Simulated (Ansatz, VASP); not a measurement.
**One calculation of GaP, two programs**

```
Ga P
1.0
     0.00000    2.72541    2.72541
     2.57497    0.00000    2.72541
     2.57497    2.72541    0.00000
Ga P
1 1
Cartesian
  0.0000 0.0000 0.0000
  1.2875 1.3627 1.3627
```

Change from the starting cell: uniaxial_x strain -5.5%.

Alike in both runs: task single point; functional PBE; k mesh 8 × 8 × 8; occupations fermi-dirac, width 0.02 eV; no spin polarisation.

|  | VASP | Ansatz |
| --- | --- | --- |
| version | VASP 6.6.1 | Ansatz 0.2.0 |
| potentials or method | VASP PAW PBE potentials, release 64 (Ga_d, P) | plane waves, PAW |
| plane-wave cutoff (eV) | 520 | 420 |
| valence electrons in the cell | 18 | 18 |

VASP gave:

- gap on the k mesh at the Fermi level (eV): 0.99
- pressure (GPa): 7.9
- largest component of the traceless stress (GPa): 2.46

Which values does Ansatz return?

gap on the k mesh at the Fermi level (eV): 1.00; pressure (GPa): 8.0; largest component of the traceless stress (GPa): 2.45.

A k mesh can miss the band edges.
